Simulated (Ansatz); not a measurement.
# Ruthenium, dhcp under BLYP: from relaxation to bulk modulus, part 1 of 2

What does BLYP give for ruthenium in the dhcp structure? We relax it, solve it on a dense k-mesh, then scale the cell to 7 volumes from 88 to 112 % of the relaxed one and try a fit of the equation of state. Spin polarisation is left out. The k-meshes are 13×13×4 for the relaxation; 17×17×5 for the dense run; 15×15×4 for the volumes.

Method: DFT BLYP, plane waves (420 eV) with PAW, scalar-relativistic; PAW files made under PBE, frozen cores solved again for the functional, in Ansatz 0.2.0.

## (1) Starting point

It takes space group P6_3/mmc (No. 194, hexagonal). Conventional cell: a = 2.676 Å, b = 2.676 Å, c = 8.741 Å, α = 90.00°, β = 90.00°, γ = 120.00°. Around Ru (site symmetry -3m) lie 12 Ru at 2.68 Å. Ru (site symmetry -6m2) has 12 Ru at 2.68 Å as nearest neighbours.

As a file:

```
Ru
1.0
     2.67630    0.00000    0.00000
    -1.33815    2.31775    0.00000
     0.00000    0.00000    8.74081
Ru
4
Direct
  0.00000 0.00000 0.00000
  0.00000 0.00000 0.50000
  0.33333 0.66667 0.25000
  0.66667 0.33333 0.75000
```

## (2) Geometry optimisation

File input.yaml:

```yaml
crystal:
  lattice:
    - [2.6763033576, 0.0, 0.0]
    - [-1.3381516788, 2.317746696, 0.0]
    - [0.0, 0.0, 8.7408067661]
  atoms:
    - { symbol: Ru, position: [0.0, 0.0, 0.0] }
    - { symbol: Ru, position: [0.0, 0.0, 0.5] }
    - { symbol: Ru, position: [0.3333333333, 0.6666666667, 0.25] }
    - { symbol: Ru, position: [0.6666666667, 0.3333333333, 0.75] }
hamiltonian:
  xc: blyp
  pseudopotentials:
    kind: paw
    azcp:
      Ru: "pseudopotentials/Ru.paw.azcp"
basis:
  ecutwfc: 420
  fft_grid_basis: typed
kpoints:
  mp_grid: { grid: [13, 13, 4], shift: [0, 0, 0] }
magnetization:
  spin_polarized: false
scf:
  occupations: { method: fermi_dirac, width: 0.1 }
relax:
  max_steps: 60
  f_tol: 0.01
  cell: {}
```

What it wrote:

```text
Warning: RAYON_NUM_THREADS=2 ignored (pool sized by the plan → 2); use --threads N
Engine: ansatz 0.2.0, aarch64-unknown-linux-gnu
Pseudopotentials: kind: paw
Pseudopotential: Ru, paw, valence charge 16, recommended cutoff 420 eV (normal), <dir>
Functional definition: BLYP
  parameter beta = 0.0042
  parameter a = 0.04918
  parameter b = 0.132
  parameter c = 0.2533
  parameter d = 0.349
  exchange = b88_x(beta = beta)
  correlation = lyp_c(a = a, b = b, c = c, d = d)
Crystal: 4 atoms, lattice volume = 54.219 Å³
Basis set: ecut = 420 eV, 1091 PW (Γ), exchange–correlation on 36×36×120 points (8 copies of the dense FFT grid, shifted against one another)
Bands: 39, of which v1, the nominal top of the filled ones, is band 32 counted from 1 (31 counted from 0)
Symmetry: 24 space group operations
Space group: P63/mmc (ITA 194), of the structure as read, at distance tolerance 3.8e-5 Å
k-points: 63 of 676
Non-local potential: Ru, projectors of the file, l = 0: 3, l = 1: 2, l = 2: 2, l = 3: 1
PAW form: soft (Blöchl's): semilocal exchange-correlation on the pseudo side does not see the compensation charge
PAW frozen core: Ru, regenerated for the run's functional, and the local potential with it (the file was generated under x = pbe(κ = 0.804, μ = 0.2195149727645171), c = pbe(β = 0.06672455060314922))
PAW one-centre angular grid: Ru, 590 points (default); XC on 64 Gauss nodes
Initial density: superposition of atomic densities (neutral atoms: chi_scale 0, normalization atom), corrected by the library's trained network
Initial wavefunctions: pseudopotential atomic-orbital guess
Functional: x = b88, c = lyp
SCF iter   1: F=—  HF=-23569.330732 eV  |F-HF|=—  |Δ(HF+E_count)|=         —  Δρ=1.86e-2  dr2=1.72e-1  ethr=1.77e-3  ⟨swp⟩=5.3  Hψ=8395  notcnv=0
preconditioner: auto → Kerker (q_TF=auto, 2.805 Å⁻¹)  [metal: Δε(μ)=0.002 eV  Ē_g=5.148 eV  σ=0.100 eV  W_gap=0.01  n_scr=24 (ndim 8)  ℏωp=28.5 eV  f_vac=0.000  D(μ)=4.93/eV (n_scr^D=64)]
SCF iter   2: F=—  HF=-23569.297875 eV  |F-HF|=—  |Δ(HF+E_count)|=   3.29e-2  Δρ=9.31e-3  dr2=4.15e-2  ethr=2.69e-4  ⟨swp⟩=2.7  Hψ=4058  notcnv=0
SCF iter   3: F=—  HF=-23569.290118 eV  |F-HF|=—  |Δ(HF+E_count)|=   7.76e-3  Δρ=1.90e-3  dr2=1.10e-3  ethr=6.49e-5  ⟨swp⟩=2.0  Hψ=3620  notcnv=0
SCF iter   4: F=—  HF=-23569.290295 eV  |F-HF|=—  |Δ(HF+E_count)|=   1.77e-4  Δρ=2.90e-4  dr2=3.02e-5  ethr=1.72e-6  ⟨swp⟩=2.7  Hψ=3926  notcnv=0
SCF iter   5: F=—  HF=-23569.290334 eV  |F-HF|=—  |Δ(HF+E_count)|=   3.91e-5  Δρ=7.59e-5  dr2=1.91e-6  ethr=4.73e-8  ⟨swp⟩=2.0  Hψ=3477  notcnv=0
SCF iter   6: F=-23569.290335 eV  HF=-23569.290335 eV  |F-HF|=2.08e-8  |Δ(HF+E_count)|=   1.38e-6  Δρ=1.23e-5  dr2=4.92e-8  ethr=1.56e-10  ⟨swp⟩=3.2  Hψ=10286  notcnv=0
SCF 1 converged in 6 iterations: F = -23569.290335 eV  dr2 = 4.92e-8
relax step   1: F+E_penalty+E_count = -23569.29033537 eV  Δ(F+E_penalty+E_count) = +0.000e0 eV  max|allowed force component| = 1.330e-17 eV/Å  Δτ_max = 0.0000 Å  P = +20.827 GPa  Ω = 54.219 Å³  (6 SCF iters, dr2 threshold 1.00e-7 eV, accepted)
Crystal: 4 atoms, lattice volume = 61.131 Å³
Basis set: ecut = 420 eV, 1205 PW (Γ), exchange–correlation on 36×36×120 points (8 copies of the dense FFT grid, shifted against one another)
Initial density: handed on by an earlier stage of this run
Initial wavefunctions: those handed on with the density
iter 1 solved again at ethr=5.48e-5 eV; its pass at ethr=3.10e-3 eV (dr2=3.51e-2 eV) is discarded
SCF iter   1: F=—  HF=-23569.407228 eV  |F-HF|=—  |Δ(HF+E_count)|=         —  Δρ=8.35e-3  dr2=3.53e-2  ethr=5.48e-5  ⟨swp⟩=1.8  Hψ=11948  notcnv=0
preconditioner: auto → Kerker (q_TF=auto, 2.749 Å⁻¹)  [metal: Δε(μ)=0.007 eV  Ē_g=4.399 eV  σ=0.100 eV  W_gap=0.02  n_scr=24 (ndim 8)  ℏωp=26.9 eV  f_vac=0.000  D(μ)=5.72/eV (n_scr^D=64)]
SCF iter   2: F=—  HF=-23569.402064 eV  |F-HF|=—  |Δ(HF+E_count)|=   5.16e-3  Δρ=4.93e-3  dr2=1.05e-2  ethr=5.48e-5  ⟨swp⟩=1.7  Hψ=3068  notcnv=0
SCF iter   3: F=—  HF=-23569.401340 eV  |F-HF|=—  |Δ(HF+E_count)|=   7.25e-4  Δρ=7.44e-4  dr2=1.89e-4  ethr=1.63e-5  ⟨swp⟩=2.0  Hψ=3425  notcnv=0
SCF iter   4: F=—  HF=-23569.401425 eV  |F-HF|=—  |Δ(HF+E_count)|=   8.57e-5  Δρ=1.32e-4  dr2=6.68e-6  ethr=2.96e-7  ⟨swp⟩=2.4  Hψ=3778  notcnv=0
iter 5 did not close the SCF: its close was put off for the readings that it lacked (scf_convergence_deferred on its scf_iter line)
SCF iter   5: F=-23569.401431 eV  HF=-23569.401431 eV  |F-HF|=1.82e-7  |Δ(HF+E_count)|=   6.03e-6  Δρ=2.44e-5  dr2=2.51e-7  ethr=1.04e-8  ⟨swp⟩=2.0  Hψ=3745  notcnv=0
SCF iter   6: F=-23569.401431 eV  HF=-23569.401431 eV  |F-HF|=8.30e-9  |Δ(HF+E_count)|=   2.17e-7  Δρ=6.57e-6  dr2=1.91e-8  ethr=3.92e-10  ⟨swp⟩=2.1  Hψ=8886  notcnv=0
SCF 2 converged in 6 iterations: F = -23569.401431 eV  dr2 = 1.91e-8
relax step   2: F+E_penalty+E_count = -23569.40143143 eV  Δ(F+E_penalty+E_count) = -1.111e-1 eV  max|allowed force component| = 1.446e-17 eV/Å  Δτ_max = 0.0000 Å  P = -12.391 GPa  Ω = 61.131 Å³  energy of the carried Pulay correction = -2.000e-3 eV  (6 SCF iters, dr2 threshold 4.00e-7 eV, accepted)
Crystal: 4 atoms, lattice volume = 58.372 Å³
Basis set: ecut = 420 eV, 1151 PW (Γ), exchange–correlation on 36×36×120 points (8 copies of the dense FFT grid, shifted against one another)
iter 1 solved again at ethr=9.66e-6 eV; its pass at ethr=3.10e-3 eV (dr2=6.18e-3 eV) is discarded
SCF iter   1: F=—  HF=-23569.530553 eV  |F-HF|=—  |Δ(HF+E_count)|=         —  Δρ=3.51e-3  dr2=6.18e-3  ethr=9.66e-6  ⟨swp⟩=2.0  Hψ=10531  notcnv=0
preconditioner: auto → Kerker (q_TF=auto, 2.770 Å⁻¹)  [metal: Δε(μ)=0.003 eV  Ē_g=4.701 eV  σ=0.100 eV  W_gap=0.01  n_scr=24 (ndim 8)  ℏωp=27.5 eV  f_vac=0.000  D(μ)=5.38/eV (n_scr^D=64)]
SCF iter   2: F=—  HF=-23569.529457 eV  |F-HF|=—  |Δ(HF+E_count)|=   1.10e-3  Δρ=2.00e-3  dr2=1.72e-3  ethr=9.66e-6  ⟨swp⟩=2.0  Hψ=3303  notcnv=0
SCF iter   3: F=—  HF=-23569.529238 eV  |F-HF|=—  |Δ(HF+E_count)|=   2.19e-4  Δρ=3.26e-4  dr2=2.83e-5  ethr=2.68e-6  ⟨swp⟩=2.0  Hψ=3446  notcnv=0
SCF iter   4: F=—  HF=-23569.529278 eV  |F-HF|=—  |Δ(HF+E_count)|=   4.07e-5  Δρ=4.52e-5  dr2=7.35e-7  ethr=4.42e-8  ⟨swp⟩=2.4  Hψ=4305  notcnv=0
iter 5 did not close the SCF: its close was put off for the readings that it lacked (scf_convergence_deferred on its scf_iter line)
SCF iter   5: F=-23569.529279 eV  HF=-23569.529279 eV  |F-HF|=3.37e-8  |Δ(HF+E_count)|=   5.86e-7  Δρ=1.03e-5  dr2=3.47e-8  ethr=1.15e-9  ⟨swp⟩=2.3  Hψ=4612  notcnv=0
SCF iter   6: F=-23569.529279 eV  HF=-23569.529279 eV  |F-HF|=1.54e-9  |Δ(HF+E_count)|=   3.74e-8  Δρ=2.59e-6  dr2=2.54e-9  ethr=5.43e-11  ⟨swp⟩=2.0  Hψ=7388  notcnv=0
SCF 3 converged in 6 iterations: F = -23569.529279 eV  dr2 = 2.54e-9
relax step   3: F+E_penalty+E_count = -23569.52927890 eV  Δ(F+E_penalty+E_count) = -1.278e-1 eV  max|allowed force component| = 2.371e-17 eV/Å  Δτ_max = 0.0000 Å  P = -1.817 GPa  Ω = 58.372 Å³  energy of the carried Pulay correction = -1.232e-3 eV  (6 SCF iters, dr2 threshold 4.00e-7 eV, accepted)
[... 12 lines left out ...]
relax step   4: F+E_penalty+E_count = -23569.53176215 eV  Δ(F+E_penalty+E_count) = -2.483e-3 eV  max|allowed force component| = 2.226e-17 eV/Å  Δτ_max = 0.0000 Å  P = +0.006 GPa  Ω = 57.965 Å³  energy of the carried Pulay correction = -1.115e-3 eV  (6 SCF iters, dr2 threshold 4.00e-7 eV, accepted)
[... 18 lines left out ...]
relax step   5: F+E_penalty+E_count = -23569.53323408 eV  Δ(F+E_penalty+E_count) = -1.472e-3 eV  max|allowed force component| = 2.168e-17 eV/Å  Δτ_max = 0.0000 Å  P = +0.051 GPa  Ω = 57.965 Å³  stress off target by 5.95e-2 GPa  SCF on the basis re-selected at this cell (its energy is not comparable with the rows above)  (9 SCF iters)
[... 16 lines left out ...]
relax step   6: F+E_penalty+E_count = -23569.53323299 eV  Δ(F+E_penalty+E_count) = +1.095e-6 eV  max|allowed force component| = 2.053e-17 eV/Å  Δτ_max = 0.0000 Å  P = -0.001 GPa  Ω = 57.976 Å³  energy of the carried Pulay correction = -3.139e-6 eV  (7 SCF iters, dr2 threshold 8.86e-9 eV, accepted)
iter 1 solved again at ethr=2.12e-8 eV; its pass at ethr=3.10e-3 eV (dr2=1.36e-5 eV) is discarded
SCF iter   1: F=—  HF=-23569.533213 eV  |F-HF|=—  |Δ(HF+E_count)|=         —  Δρ=6.35e-7  dr2=8.75e-11  ethr=2.12e-8  ⟨swp⟩=3.2  Hψ=15233  notcnv=0
eigensolver tolerance schedule: the retry pair's looser diagonalisation over-reported the residual by 154976.77 of it (diagonalisation noise at an unbounded share of the residual, at the tolerance the schedule requests for it); recorded, not acted on — ethr = c·dr2/N_el stays at c = 1.0e-1
SCF iter   2: F=—  HF=-23569.533235 eV  |F-HF|=—  |Δ(HF+E_count)|=   2.18e-5  Δρ=3.85e-7  dr2=2.90e-11  ethr=1.00e-12  ⟨swp⟩=3.2  Hψ=6725  notcnv=0
iter 3 did not close the SCF: its close was put off for the readings that it lacked (scf_convergence_deferred on its scf_iter line)
SCF iter   3: F=-23569.533235 eV  HF=-23569.533235 eV  |F-HF|=3.64e-12  |Δ(HF+E_count)|=  7.28e-12  Δρ=2.68e-7  dr2=1.22e-11  ethr=1.00e-12  ⟨swp⟩=1.0  Hψ=2457  notcnv=0
iter 4 did not close the SCF: its close was put off for the readings that it lacked (scf_convergence_deferred on its scf_iter line)
SCF iter   4: F=-23569.533235 eV  HF=-23569.533235 eV  |F-HF|=3.64e-12  |Δ(HF+E_count)|=  3.64e-12  Δρ=4.24e-8  dr2=2.28e-13  ethr=1.00e-12  ⟨swp⟩=1.0  Hψ=2457  notcnv=0
iter 5 did not close the SCF: its close was put off for the readings that it lacked (scf_convergence_deferred on its scf_iter line)
SCF iter   5: F=-23569.533235 eV  HF=-23569.533235 eV  |F-HF|=1.09e-11  |Δ(HF+E_count)|=  3.64e-12  Δρ=4.85e-9  dr2=1.42e-14  ethr=1.00e-12  ⟨swp⟩=1.0  Hψ=2457  notcnv=0
iter 6 did not close the SCF: its close was put off for the readings that it lacked (scf_convergence_deferred on its scf_iter line)
SCF iter   6: F=-23569.533235 eV  HF=-23569.533235 eV  |F-HF|=0.00e0  |Δ(HF+E_count)|=  7.28e-12  Δρ=9.60e-9  dr2=1.91e-14  ethr=1.00e-12  ⟨swp⟩=1.0  Hψ=2457  notcnv=0
SCF iter   7: F=-23569.533235 eV  HF=-23569.533235 eV  |F-HF|=0.00e0  |Δ(HF+E_count)|=    0.00e0  Δρ=7.12e-9  dr2=9.65e-15  ethr=1.00e-12  ⟨swp⟩=1.0  Hψ=5166  notcnv=0
SCF 7 converged in 7 iterations: F = -23569.533235 eV  dr2 = 9.65e-15
relax step   7: F+E_penalty+E_count = -23569.53323456 eV  Δ(F+E_penalty+E_count) = -1.567e-6 eV  max|allowed force component| = 2.197e-17 eV/Å  Δτ_max = 0.0000 Å  P = -0.001 GPa  Ω = 57.976 Å³  stress off target by 2.12e-3 GPa  SCF on the basis re-selected at this cell (its energy is not comparable with the rows above)  (7 SCF iters)
basis re-selected at this cell: Δ(F+E_penalty+E_count) = -1.567e-6 eV, ΔP = +0.000 GPa vs the last step (what re-selecting the basis moved, of the pressure what is left beyond the Pulay correction that the steps carried, after the strain that the cell walked since its last selection, with what the two solves' SCF thresholds leave and, on support functions, any second-order correction that the steps lacked; it is no measure of the basis error at this ecutwfc). This SCF's stress stands 2.12e-3 GPa from its target on what of the cell is left free (relax.cell.stress_tol is 5.00e-2 GPa) and its largest allowed force component is 2.20e-17 eV/Å (relax.f_tol is 1.00e-2 eV/Å): within both
SCF converged after 7 iterations
Free energy (F): -23569.533235 eV
Harris-Foulkes:  -23569.533235 eV  (|F-HF|=0.00e0)
Internal energy: -23569.362339 eV  (E = F + TS)
E sigma→0 (E₀):  -23569.447787 eV
Entropy (-TS):   -0.170896 eV (-42.724 meV/atom)
Fermi energy:    22.195572 eV
--- Per-component energies (eV) ---
  E_band       = -280.686661
  E_kinetic    = 2054.218716
  E_local      = -5320.667550  (includes V_loc(G=0)·N_el)
  E_nonlocal   = 1373.927974
  E_hartree    = 1715.409473
  E_xc         = -746.941808
  E_vxc        = -936.017540  (∫ρ·V_xc dr)
  E_paw        = -13912.566100  (= ΣΔE_a)
  E_vpaw       = -882.966379  (= ΣTr[D̂ρ^β])
  E_aug_tail   = -0.000822  (compensation charges beyond the density's cutoff)
  E_ewald      = -8733.098521
  E_core_change = 0.356299  (= ΣΔE_core)
  E_smearing   = -0.170896  (= −TS)
  E_closure    = 0.000000  (closes the sum)
  Σ components = -23569.533235   (vs F -23569.533235, Δ=0.00e0)
--- Forces (eV/Å), atoms counted from 1 ---
  atom   1  Ru    -0.00000000     0.00000000    -0.00000000
  atom   2  Ru    -0.00000000     0.00000000     0.00000000
  atom   3  Ru    -0.00000000    -0.00000000     0.00000000
  atom   4  Ru     0.00000000     0.00000000     0.00000000
  max |Σ_I F_I| component: 9.25e-18 eV/Å
--- Stress (GPa, compression-positive) ---
        0.000153       0.000000       0.000000
        0.000000       0.000153       0.000000
        0.000000       0.000000      -0.002119
  P = ⅓ Tr σ = -0.0006 GPa (-0.006 kbar)
--- Band table (eV; the first three rows and the last of 63) ---
  k-point 0: bands = ["-50.7437", "-50.6850", "-50.6512", "-50.5916", "-21.1120", "-20.6980", "-20.6443", "-20.3652", "-20.3652", "-20.3102", "-20.3102", "-20.2890", "-20.2890", "-20.2333", "-20.2333", "-20.2124", "14.7982", "16.5938", "16.6028", "16.6125", "19.6435", "19.6435", "19.6644", "19.6644", "19.7007", "19.7106", "19.9205", "20.1586", "20.1586", "20.2454", "20.2454", "21.4194", "21.4194", "22.0817", "22.0817", "22.6771", "22.6771", "23.5595", "23.5595"]
  k-point 1: bands = ["-50.7383", "-50.7011", "-50.6350", "-50.5972", "-21.0791", "-20.8437", "-20.4961", "-20.3604", "-20.3604", "-20.3266", "-20.3266", "-20.2725", "-20.2725", "-20.2479", "-20.2383", "-20.2383", "14.9589", "16.0494", "16.6381", "16.8065", "19.5125", "19.6944", "19.6944", "19.7242", "19.7242", "19.8429", "20.0663", "20.0663", "20.1464", "20.1464", "20.5161", "21.5441", "21.5441", "22.0051", "22.0051", "22.8218", "22.8218", "23.0118", "23.4421"]
  k-point 2: bands = ["-50.7230", "-50.7230", "-50.6128", "-50.6128", "-20.9852", "-20.9852", "-20.3482", "-20.3482", "-20.3467", "-20.3467", "-20.3467", "-20.3467", "-20.2522", "-20.2522", "-20.2522", "-20.2522", "15.4127", "15.4127", "16.7438", "16.7438", "19.6568", "19.6568", "19.8040", "19.8040", "19.8040", "19.8040", "19.9749", "19.9749", "19.9749", "19.9749", "21.7712", "21.7712", "21.7952", "21.7952", "21.7952", "21.7952", "23.1454", "23.1454", "23.1454"]
  k-point 62: bands = ["-50.5911", "-50.5911", "-50.5557", "-50.5557", "-20.9019", "-20.9019", "-20.8652", "-20.8652", "-20.7339", "-20.7339", "-20.6658", "-20.6658", "-20.4746", "-20.4746", "-20.4117", "-20.4117", "17.5038", "17.5038", "18.0983", "18.0983", "18.5093", "18.5093", "18.6856", "18.6856", "19.7207", "19.7207", "19.7862", "19.7862", "21.1271", "21.1271", "21.9514", "21.9514", "23.1650", "23.1650", "23.6169", "23.6169", "28.5615", "28.5615", "30.0809"]
--- Relaxed structure (5 steps of the walk, 5 accepted, 2 SCFs on fresh bases) ---
  F+E_penalty+E_count = -23569.53323456 eV   max|allowed force component| = 2.197e-17 eV/Å   (the final SCF, on the basis selected at the relaxed cell)
  cell:  # Å, volume = 57.9760 Å³
    - [2.7535196847106675, 0.0, 0.0]
    - [-1.3767598423553338, 2.3846179967799563, 0.0]
    - [0.0, 0.0, 8.829606336347526]
  atoms:
    - { symbol: Ru, position: [-5.493108664447983e-35, -4.0898284793431765e-35, -3.40532601217275e-104] }
    - { symbol: Ru, position: [-3.8148475756100826e-34, -1.5428823840061828e-34, 0.49999999999999994] }
    - { symbol: Ru, position: [0.33333333333333326, 0.6666666666666666, 0.24999999999999997] }
    - { symbol: Ru, position: [0.6666666666666666, 0.33333333333333326, 0.7499999999999999] }
```

Run time: 21 s. Hardware: 2 threads of an Arm CPU, shared host; peak memory 0.4 GiB.

Step by step:

```tsv
step	energy change (meV/atom)	largest force (eV/Å)	pressure (GPa)	volume (Å³/atom)
1	0.00	0.0000	20.83	13.555
2	-27.77	0.0000	-12.39	15.283
3	-59.74	0.0000	-1.82	14.593
4	-60.36	0.0000	0.01	14.491
5	-60.72	0.0000	0.05	14.491
6	-60.72	0.0000	0.00	14.494
7	-60.72	0.0000	0.00	14.494
```

Steps that repeat a cell are solved on a basis chosen anew, so their changes of energy are no gain of the relaxation.

The cell of the run, before and after:

|  | before | after | change |
| --- | --- | --- | --- |
| a (Å) | 2.676 | 2.754 | +2.9 % |
| b (Å) | 2.676 | 2.754 | +2.9 % |
| c (Å) | 8.741 | 8.830 | +1.0 % |
| volume (Å³/atom) | 13.555 | 14.494 | +6.9 % |
| shortest distance (Å) | 2.676 | 2.720 | +1.6 % |
| space group (spins left aside) | P6_3/mmc | P6_3/mmc | same |

## (3) Dense single point

File input.yaml:

```yaml
crystal:
  lattice:
    - [2.7535196847, 0.0, 0.0]
    - [-1.3767598424, 2.3846179968, 0.0]
    - [0.0, 0.0, 8.8296063363]
  atoms:
    - { symbol: Ru, position: [1.0, 1.0, 1.0] }
    - { symbol: Ru, position: [1.0, 1.0, 0.5] }
    - { symbol: Ru, position: [0.3333333333, 0.6666666667, 0.25] }
    - { symbol: Ru, position: [0.6666666667, 0.3333333333, 0.75] }
hamiltonian:
  xc: blyp
  pseudopotentials:
    kind: paw
    azcp:
      Ru: "pseudopotentials/Ru.paw.azcp"
basis:
  ecutwfc: 420
  fft_grid_basis: typed
kpoints:
  mp_grid: { grid: [17, 17, 5], shift: [0, 0, 0] }
magnetization:
  spin_polarized: false
scf:
  occupations: { method: fermi_dirac, width: 0.1 }
```

What it wrote, cut to the lines that bear on the results:

```text
Warning: RAYON_NUM_THREADS=2 ignored (pool sized by the plan → 2); use --threads N
[...]
[... 3 set-up lines as earlier in the session ...]
[...]
Crystal: 4 atoms, lattice volume = 57.976 Å³
Basis set: ecut = 420 eV, 1151 PW (Γ), exchange–correlation on 40×40×120 points (8 copies of the dense FFT grid, shifted against one another)
Bands: 39, of which v1, the nominal top of the filled ones, is band 32 counted from 1 (31 counted from 0)
[... 1 set-up line as earlier in the session ...]
Space group: P63/mmc (ITA 194), of the structure as read, at distance tolerance 3.9e-5 Å
k-points: 99 of 1445
[...]
SCF iter   1: F=—  HF=-23569.574952 eV  |F-HF|=—  |Δ(HF+E_count)|=         —  Δρ=1.79e-2  dr2=1.73e-1  ethr=1.77e-3  ⟨swp⟩=4.7  Hψ=12335  notcnv=0
[...]
SCF iter   6: F=-23569.537435 eV  HF=-23569.537435 eV  |F-HF|=3.10e-8  |Δ(HF+E_count)|=   1.71e-6  Δρ=1.40e-5  dr2=7.09e-8  ethr=1.56e-10  ⟨swp⟩=2.0  Hψ=11481  notcnv=0
[...]
SCF converged after 6 iterations
Free energy (F): -23569.537435 eV
[...]
E sigma→0 (E₀):  -23569.454206 eV
Entropy (-TS):   -0.166458 eV (-41.614 meV/atom)
Fermi energy:    22.179604 eV
[...]
```

It took 3.9 s on 2 threads of an Arm CPU, shared host; peak memory 0.41 GiB.

## (4) Volume × 0.88

Changes to input.yaml since step 3:

```diff
@@ -2,5 +2,5 @@
   lattice:
-    - [2.7535196847, 0.0, 0.0]
-    - [-1.3767598424, 2.3846179968, 0.0]
-    - [0.0, 0.0, 8.8296063363]
+    - [2.6386537788, 0.0, 0.0]
+    - [-1.3193268894, 2.2851412043, 0.0]
+    - [0.0, 0.0, 8.461270226]
   atoms:
@@ -20,3 +20,3 @@
 kpoints:
-  mp_grid: { grid: [17, 17, 5], shift: [0, 0, 0] }
+  mp_grid: { grid: [15, 15, 4], shift: [0, 0, 0] }
 magnetization:
@@ -25 +25,4 @@
   occupations: { method: fermi_dirac, width: 0.1 }
+  lower_state_search: "off"
+output:
+  stress: true
```

What it wrote, cut to the lines that bear on the results:

```text
Warning: RAYON_NUM_THREADS=2 ignored (pool sized by the plan → 2); use --threads N
[...]
[... 3 set-up lines as earlier in the session ...]
[...]
Crystal: 4 atoms, lattice volume = 51.019 Å³
Basis set: ecut = 420 eV, 1019 PW (Γ), exchange–correlation on 36×36×120 points (8 copies of the dense FFT grid, shifted against one another)
Bands: 39, of which v1, the nominal top of the filled ones, is band 32 counted from 1 (31 counted from 0)
[... 1 set-up line as earlier in the session ...]
Space group: P63/mmc (ITA 194), of the structure as read, at distance tolerance 3.7e-5 Å
k-points: 81 of 900
[...]
SCF iter   1: F=—  HF=-23568.703654 eV  |F-HF|=—  |Δ(HF+E_count)|=         —  Δρ=1.86e-2  dr2=1.56e-1  ethr=1.77e-3  ⟨swp⟩=5.6  Hψ=11503  notcnv=0
[...]
SCF iter   6: F=-23568.668719 eV  HF=-23568.668719 eV  |F-HF|=1.79e-8  |Δ(HF+E_count)|=   9.40e-7  Δρ=1.33e-5  dr2=3.86e-8  ethr=1.56e-10  ⟨swp⟩=3.2  Hψ=13079  notcnv=0
[...]
SCF converged after 6 iterations
Free energy (F): -23568.668719 eV
[...]
E sigma→0 (E₀):  -23568.605208 eV
Entropy (-TS):   -0.127023 eV (-31.756 meV/atom)
Fermi energy:    25.878776 eV
[...]
--- Stress (GPa, compression-positive) ---
       45.038961      -0.000000       0.000000
        0.000000      45.038961       0.000000
        0.000000       0.000000      48.015933
  P = ⅓ Tr σ = 46.0313 GPa (460.313 kbar)
```

Run time: 3.6 s. Hardware: 2 threads of an Arm CPU, shared host; peak memory 0.39 GiB.

(Continued in part 2 of 2.)
